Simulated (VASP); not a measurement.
# ZrSe2 (P-3m1) in VASP: further runs

Runs on ZrSe2. Level: rev-vdW-DF2. Tasks: relaxation of cell and atoms.

All numbers are computed with VASP 6.6.1; they aren't measurements. Logs are shortened: lines on timing, memory, paths and dates and some standing lists are left out, and cuts for length are marked.

### Step 1. The structure

It takes space group P-3m1 (No. 164, trigonal). The conventional cell has a = 3.798 Å, b = 3.798 Å, c = 6.192 Å, α = 90.00°, β = 90.00°, γ = 120.00°. Around Zr (site symmetry -3m) lie 6 Se at 2.68 Å. Se (site symmetry 3m) has 3 Zr at 2.68 Å as nearest neighbours.

### Step 2. Relaxation of cell and atoms, rev-vdW-DF2

The input, INCAR:

```
  PREC = Accurate
  ENCUT = 600
  EDIFF = 1E-6
  ISMEAR = 0
  SIGMA = 0.03
  LREAL = F
  LASPH = T
  NELM = 80
  ALGO = Normal
  ISIF = 3
  LWAVE = F
  LCHARG = F
  GGA = MK
  LUSE_VDW = T
  AGGAC = 0.0
  PARAM1 = 0.1234
  PARAM2 = 0.711357
  ZAB_VDW = -1.8867
  IBRION = 2
  NSW = 90
  EDIFFG = -0.01
  KPAR = 2
```

The input, KPOINTS:

```
Automatic mesh
0
Gamma
  9 9 5
```

The input, POSCAR:

```
ZrSe2
1.0
    3.7980000000      0.0000000000      0.0000000000
   -1.8990000000      3.2891644836      0.0000000000
    0.0000000000      0.0000000000      6.1920000000
Zr Se
1 2
Direct
    0.0000000000      0.0000000000      0.0000000000
    0.3333333333      0.6666666667      0.2500000000
    0.6666666667      0.3333333333      0.7500000000
```

Potentials or basis: VASP PAW PBE potentials, release 64 (Zr_sv, Se).

Run with:

```bash
> cat potpaw_PBE.64/Zr_sv/POTCAR potpaw_PBE.64/Se/POTCAR > POTCAR
> mpirun -np 2 vasp_std > vasp.out
```

OUTCAR:

```text
PREC = Accurate
   ENCUT = 600
   EDIFF = 1E-6
   ISMEAR = 0
   LREAL = F
   LASPH = T
   NELM = 80
   ISIF = 3
   GGA = MK
   IBRION = 2
   NSW = 90
   EDIFFG = -0.01

 ion  position               nearest neighbor table
   1  0.000  0.000  0.000-   2 2.68   3 2.68   3 2.68   2 2.68   3 2.68   2 2.68
   2  0.333  0.667  0.250-   1 2.68   1 2.68   1 2.68
   3  0.667  0.333  0.750-   1 2.68   1 2.68   1 2.68

  LATTYP: Found a hexagonal cell.
 ALAT       =     3.7980000000
 C/A-ratio  =     1.6303317536

  Lattice vectors:

 A1 = (   3.7980000000,   0.0000000000,   0.0000000000)
 A2 = (  -1.8990000000,   3.2891644836,   0.0000000000)
 A3 = (   0.0000000000,   0.0000000000,   6.1920000000)

Analysis of symmetry for initial positions (statically):
=====================================================================
 Subroutine PRICEL returns:
 Original cell was already a primitive cell.

 Routine SETGRP: Setting up the symmetry group for a
 hexagonal supercell.

 Subroutine GETGRP returns: Found 12 space group operations
 (whereof 12 operations were pure point group operations)
 out of a pool of 24 trial point group operations.

The static configuration has the point symmetry D_3d.

Analysis of symmetry for dynamics (positions and initial velocities):
=====================================================================
 Subroutine PRICEL returns:
 Original cell was already a primitive cell.

 Routine SETGRP: Setting up the symmetry group for a
 hexagonal supercell.

 Subroutine GETGRP returns: Found 12 space group operations
 (whereof 12 operations were pure point group operations)
 out of a pool of 24 trial point group operations.

The dynamic configuration has the point symmetry D_3d.

 Subroutine INISYM returns: Found 12 space group operations
 (whereof 12 operations are pure point group operations),
 and found     1 'primitive' translations

----------------------------------------------------------------------------------------

                                     Primitive cell

  volume of cell :      77.3520

  direct lattice vectors                    reciprocal lattice vectors
     3.798000000  0.000000000  0.000000000     0.263296472  0.152014289  0.000000000
    -1.899000000  3.289164484  0.000000000     0.000000000  0.304028578  0.000000000
     0.000000000  0.000000000  6.192000000     0.000000000  0.000000000  0.161498708

  length of vectors
     3.798000000  3.798000000  6.192000000     0.304028578  0.304028578  0.161498708

  position of ions in fractional coordinates (direct lattice)
     0.000000000  0.000000000  0.000000000
     0.333333333  0.666666667  0.250000000
     0.666666667  0.333333333  0.750000000

  ion indices of the primitive-cell ions
   primitive index   ion index
                 1           1
                 2           2
                 3           3

----------------------------------------------------------------------------------------

 KPOINTS: Automatic mesh

Automatic generation of k-mesh.
 Grid dimensions read from file:
 generate k-points for:    9    9    5

 Generating k-lattice:

  Cartesian coordinates                     Fractional coordinates (reciprocal lattice)
     0.029255164  0.016890477  0.000000000     0.111111111  0.000000000  0.000000000
     0.000000000  0.033780953  0.000000000     0.000000000  0.111111111  0.000000000
     0.000000000  0.000000000  0.032299742     0.000000000  0.000000000  0.200000000

  Length of vectors
     0.033780953  0.033780953  0.032299742

  Shift w.r.t. Gamma in fractional coordinates (k-lattice)
     0.000000000  0.000000000  0.000000000

 Subroutine IBZKPT returns following result:
 ===========================================

 Found     50 irreducible k-points:

 Following reciprocal coordinates:
            Coordinates               Weight
  0.000000  0.000000  0.000000      1.000000
  0.111111  0.000000  0.000000      6.000000
  0.222222  0.000000  0.000000      6.000000
  0.333333 -0.000000  0.000000      6.000000
  0.444444  0.000000  0.000000      6.000000
  0.111111  0.111111  0.000000      6.000000
[... 16 lines left out ...]
  0.222222  0.111111  0.200000     12.000000
 -0.111111  0.333333  0.200000     12.000000
 [... further k-points ...]
   k-points           NKPTS =     50   k-points in BZ     NKDIM =     50   number of bands    NBANDS=     16
   number of dos      NEDOS =    301   number of ions     NIONS =      3
   total plane-waves  NPLWV =  45000
   dimension x,y,z NGX =    30 NGY =   30 NGZ =   50
   dimension x,y,z NGXF=    60 NGYF=   60 NGZF=  100
   ions per type =               1   2
   NGX,Y,Z   is equivalent  to a cutoff of  13.13, 13.13, 13.42 a.u.
   NGXF,Y,Z  is equivalent  to a cutoff of  26.26, 26.26, 26.85 a.u.
 SYSTEM =  unknown system
   PREC   = accura    normal or accurate (medium, high low for compatibility)
   ISTART =      0    job   : 0-new  1-cont  2-samecut
   ICHARG =      2    charge: 1-file 2-atom 10-const
   ISPIN  =      1    spin polarized calculation?
   LNONCOLLINEAR =      F non collinear calculations
   LSORBIT =      F    spin-orbit coupling
   LASPH  =      T    aspherical Exc in radial PAW
   ENCUT  =  600.0 eV  44.10 Ry    6.64 a.u.   7.59  7.59 12.37*2*pi/ulx,y,z
   NELM   =     80;   NELMIN=  2; NELMDL= -5     # of ELM steps
   EDIFF  = 0.1E-05   stopping-criterion for ELM
   LREAL  =      F    real-space projection
   EDIFFG = -.1E-01   stopping-criterion for IOM
   NSW    =     90    number of steps for IOM
   IBRION =      2    ionic relax: 0-MD 1-quasi-New 2-CG
   NFREE  =      1    steps in history (QN), initial steepest desc. (CG)
   ISIF   =      3    stress and relaxation
   ISYM   =      2    0-nonsym 1-usesym 2-fastsym
   POTIM  = 0.5000    time-step for ionic-motion
   TEBEG  =    0.0;   TEEND  =   0.0 temperature during run
   PSTRESS=    0.0 pullay stress
   NELECT =      24.0000    total number of electrons
   NUPDOWN=      -1.0000    fix difference up-down
   EMIN   =  10.00;   EMAX   =-10.00  energy-range for DOS
   EFERMI =   0.00;   METHOD = LEGACY
   ISMEAR =     0;   SIGMA  =   0.03  broadening in eV -4-tet -1-fermi 0-gaus
   EFERMI_NEDOS =   21; number of points for ismear=-14 and -15
   IALGO  =     38    algorithm
   IMIX   =      4    mixing-type and parameters
     AMIX     =   0.40;   BMIX     =  1.00
     AMIX_MAG =   1.60;   BMIX_MAG =  1.00
  volume/ion in A,a.u.               =      25.78       174.00
  Fermi-wavevector in a.u.,A,eV,Ry     =   1.108293  2.094371 16.712230  1.228314
  Thomas-Fermi vector in A             =   2.244819
   LORBIT       =      0    0 simple, 1 ext, 2 COOP (PROOUT), +10 PAW based schemes
   GGA     = MK    functional components
   LHFCALC =     F    Hartree Fock is set to
   AEXX    =    0.0000 exact exchange contribution
   IVDW_NL    =     1    kernel type
   BPARAM     = 6.3000
   IVDW    =     0    specifies the selected vdW correction
   LEPSILON=     F    determine dielectric tensor
   LRPA    =     F    only Hartree local field effects (RPA)
 conjugate gradient relaxation of ions
 non-spin polarized calculation
 Gauss-broadening in eV      SIGMA  =   0.03
  energy-cutoff  :      600.00
  volume of cell :       77.35
 maximum number of plane-waves:      2605
   NGX = 15   NGY = 15   NGZ = 25

--------------------------------------- Ionic step        1  -------------------------------------------

 number of electron      24.0000000 magnetization

 Free energy of the ion-electron system (eV)
  ---------------------------------------------------
  ext. energy  EPLUGINS =         0.00000000
  ---------------------------------------------------
  free energy    TOTEN  =       -14.56350724 eV

  energy without entropy =      -14.56350724  energy(sigma->0) =      -14.56350724

------------------------ aborting loop because EDIFF is reached ----------------------------------------

  FORCE on cell =-STRESS in cart. coord.  units (eV):
  Direction    XX          YY          ZZ          XY          YZ          ZX
  --------------------------------------------------------------------------------------
  -------------------------------------------------------------------------------------
  Total        0.0658676      0.0658676      0.7764871     -0.0000000      0.0000000     -0.0000000
  in kB        1.3643034      1.3643034     16.0832313     -0.0000000      0.0000000     -0.0000000
  external PRESSURE =       6.2706127 kB  Pullay stress =       0.0000000 kB
[... 96 lines left out ...]
  FREE ENERGIE OF THE ION-ELECTRON SYSTEM (eV)
  ---------------------------------------------------
  free  energy   TOTEN  =       -14.5716886818 eV

  energy  without entropy=      -14.5716886818  energy(sigma->0) =      -14.57168868

Total vdW correction in eV:      3.5364554

[... ionic steps 4 to 15 ...]

--------------------------------------- Ionic step       16  -------------------------------------------

 number of electron      24.0000002 magnetization

------------------------ aborting loop because EDIFF is reached ----------------------------------------

  FORCE on cell =-STRESS in cart. coord.  units (eV):
  Direction    XX          YY          ZZ          XY          YZ          ZX
  --------------------------------------------------------------------------------------
  -------------------------------------------------------------------------------------
  Total       -0.0398653     -0.0398653      0.0326137      0.0000000      0.0000000     -0.0000000
  in kB       -0.8449641     -0.8449641      0.6912639      0.0000000      0.0000000     -0.0000000
  external PRESSURE =      -0.3328881 kB  Pullay stress =       0.0000000 kB
[... 63 lines left out ...]
Total vdW correction in eV:      3.4725362

--------------------------------------- Ionic step       18  -------------------------------------------

 number of electron      24.0000002 magnetization

 Free energy of the ion-electron system (eV)
  ---------------------------------------------------
  ext. energy  EPLUGINS =         0.00000000
  ---------------------------------------------------
  free energy    TOTEN  =       -14.58102318 eV

  energy without entropy =      -14.58102317  energy(sigma->0) =      -14.58102318

 E-fermi :   4.5702     XC(G=0):  -9.6980

 val. band max:        4.4751027449   @ k =   0.0000   0.0000   0.0000
 cond. band min:       4.6731992883   @ k =   0.0000   0.4444   0.4000
 fundamental gap:      0.1980965433
 Fermi energy:         4.5702491878

 k-point     1 :       0.0000    0.0000    0.0000
  band No.  band energies     occupation
      1     -45.0529      2.00000
      2     -23.1095      2.00000
      3     -23.0031      2.00000
      4     -23.0031      2.00000
      5      -8.8584      2.00000
      6      -7.5809      2.00000
[... 8 lines left out ...]
     15       5.8138      0.00000
     16       8.5411      0.00000
[... 420 lines left out ...]
  band No.  band energies     occupation
      1     -45.0445      2.00000
      2     -23.1202      2.00000
      3     -23.0803      2.00000
      4     -23.0367      2.00000
      5      -8.1742      2.00000
      6      -7.6471      2.00000
[... 8 lines left out ...]
     15       7.1678      0.00000
     16       8.0225      0.00000

 [... further k-points ...]

------------------------ aborting loop because EDIFF is reached ----------------------------------------

  FORCE on cell =-STRESS in cart. coord.  units (eV):
  Direction    XX          YY          ZZ          XY          YZ          ZX
  --------------------------------------------------------------------------------------
  -------------------------------------------------------------------------------------
  Total       -0.0056774     -0.0056774     -0.0228702      0.0000000      0.0000000      0.0000000
  in kB       -0.1204304     -0.1204304     -0.4851273      0.0000000      0.0000000      0.0000000
  external PRESSURE =      -0.2419960 kB  Pullay stress =       0.0000000 kB
[... 18 lines left out ...]
  FREE ENERGIE OF THE ION-ELECTRON SYSTEM (eV)
  ---------------------------------------------------
  free  energy   TOTEN  =       -14.5810231778 eV

  energy  without entropy=      -14.5810231741  energy(sigma->0) =      -14.58102318

Total vdW correction in eV:      3.4731291

 reached required accuracy - stopping structural energy minimisation
```

Wall time 9.7 min (2 MPI ranks of Intel Xeon 6975P-C (Granite Rapids), shared host); peak memory 0.5 GiB.

Results:

* Free energy: -14.5810 eV
* Relaxed volume: 25.18 Å³/atom
* Relaxed cell: a = 3.767 Å, b = 3.767 Å, c = 6.146 Å, α = 90.00°, β = 90.00°, γ = 120.00°
* Space group after relaxing (to 0.05 Å): P-3m1 (No. 164)
* Energy gained by relaxing: 5.8 meV/atom
* Ionic steps: 18
* Pressure after relaxing: 0.0 GPa
* Largest force after relaxing: 0.003 eV/Å
* Band gap on the k mesh: 0.20 eV, indirect (least direct gap 1.00 eV)

Forces on the atoms (eV/Å):
```
Zr   0.000  0.000  0.000
Se   0.000  0.000 -0.003
Se   0.000  0.000  0.003
```

Step by step:
| step | energy change (eV) | largest force (eV/Å) | pressure (GPa) | volume (Å³) |
| --- | --- | --- | --- | --- |
| 1 | 0.0000 | 0.3553 | 0.63 | 77.35 |
| 2 | -0.0072 | 0.0180 | -1.21 | 78.48 |
| 3 | -0.0082 | 0.0757 | -0.76 | 78.19 |
| 4 | -0.0133 | 0.0578 | -0.26 | 77.29 |
| 5 | -0.0136 | 0.0517 | -0.09 | 77.02 |
| 6 | -0.0144 | 0.0635 | 0.00 | 76.79 |
| 7 | -0.0159 | 0.0970 | 0.29 | 76.08 |
| 8 | -0.0141 | 0.1614 | 0.94 | 74.67 |
| 9 | -0.0161 | 0.1163 | 0.46 | 75.72 |
| 10 | -0.0164 | 0.1030 | 0.39 | 75.71 |
| 11 | -0.0171 | 0.0624 | 0.17 | 75.68 |
| 12 | -0.0170 | 0.0172 | -0.24 | 75.60 |
| 13 | -0.0173 | 0.0278 | -0.02 | 75.64 |
| 14 | -0.0173 | 0.0251 | -0.03 | 75.64 |
| 15 | -0.0173 | 0.0214 | -0.03 | 75.63 |
| 16 | -0.0175 | 0.0119 | -0.03 | 75.59 |
| 17 | -0.0175 | 0.0081 | -0.04 | 75.51 |
| 18 | -0.0175 | 0.0033 | -0.02 | 75.53 |

Final structure:
```xyz
3
Lattice="3.7669 0.0000 0.0000 -1.8835 3.2623 0.0000 0.0000 0.0000 6.1463" Properties=species:S:1:pos:R:3 pbc="T T T"
Zr    0.0000    0.0000    0.0000
Se    0.0000    2.1748    1.5947
Se    1.8835    1.0874    4.5517
```

Caveat: the PAW data sets were made with another functional, which shifts forces and pressure a little; an odd mesh through Γ misses points on the zone boundary, where band edges often lie.

### Step 3. Relaxation of cell and atoms, rev-vdW-DF2

This run uses another cell than the first one, of 25.18 Å³/atom, 0.976 times its volume.

Edit INCAR of step 2 so:

```diff
@@ -2,3 +2,3 @@
   ENCUT = 600
-  EDIFF = 1E-6
+  EDIFF = 1E-7
   ISMEAR = 0
@@ -20,3 +20,3 @@
   NSW = 90
-  EDIFFG = -0.01
+  EDIFFG = -0.005
   KPAR = 2
```

KPOINTS is that of step 2.

The input, POSCAR:

```
ZrSe2                                   
1.0
    3.7669451872     -0.0000000000     -0.0000000000
   -1.8834725936      3.2622702268      0.0000000000
    0.0000000000     -0.0000000000      6.1463229273
  Zr              Se            
     1     2
Direct
     0.0000000000000000    0.0000000000000000    0.0000000000000000
     0.3333333332999970    0.6666666667000030    0.2594487869970479
     0.6666666667000030    0.3333333332999970    0.7405512130029519
```

Potentials or basis: VASP PAW PBE potentials, release 64 (Zr_sv, Se).

Run with:

```bash
> cat potpaw_PBE.64/Zr_sv/POTCAR potpaw_PBE.64/Se/POTCAR > POTCAR
> mpirun -np 2 vasp_std > vasp.out
```

Wall time 1.8 min (2 MPI ranks of Intel Xeon 6975P-C (Granite Rapids), shared host); peak memory 0.5 GiB.

Results (log left out):

```yaml
Free_energy: -14.5809 eV
Relaxed_volume: 25.17 Å³/atom
Relaxed_cell: a = 3.767 Å, b = 3.767 Å, c = 6.145 Å, α = 90.00°, β = 90.00°, γ = 120.00°
Space_group_after_relaxing_to_0.05_Å: P-3m1 (No. 164)
Energy_gained_by_relaxing: 0.0 meV/atom
Ionic_steps: 3
Pressure_after_relaxing: 0.0 GPa
Band_gap_on_the_k_mesh: 0.20 eV, indirect (least direct gap 1.00 eV)
```

Final structure:
```cif
data_structure
_symmetry_space_group_name_H-M 'P 1'
_symmetry_Int_Tables_number 1
_cell_length_a 3.7667
_cell_length_b 3.7667
_cell_length_c 6.1453
_cell_angle_alpha 90.000
_cell_angle_beta 90.000
_cell_angle_gamma 120.000
_cell_volume 75.51
loop_
_atom_site_label
_atom_site_type_symbol
_atom_site_fract_x
_atom_site_fract_y
_atom_site_fract_z
_atom_site_occupancy
Zr1 Zr 0.00000 0.00000 0.00000 1
Se1 Se 0.33333 0.66667 0.25944 1
Se2 Se 0.66667 0.33333 0.74056 1
```

Levels at points of the mesh, in eV from the valence-band top:
| k point | band 9 | band 10 | band 11 | band 12 | band 13 | band 14 | band 15 | band 16 |
| --- | --- | --- | --- | --- | --- | --- | --- | --- |
| (0.00, 0.00, 0.00) | -2.64 | -0.04 | -0.04 | 0.00 | 1.00 | 1.00 | 1.34 | 4.07 |

Caveat: the PAW data sets were made with another functional, which shifts forces and pressure a little; an odd mesh through Γ misses points on the zone boundary, where band edges often lie.
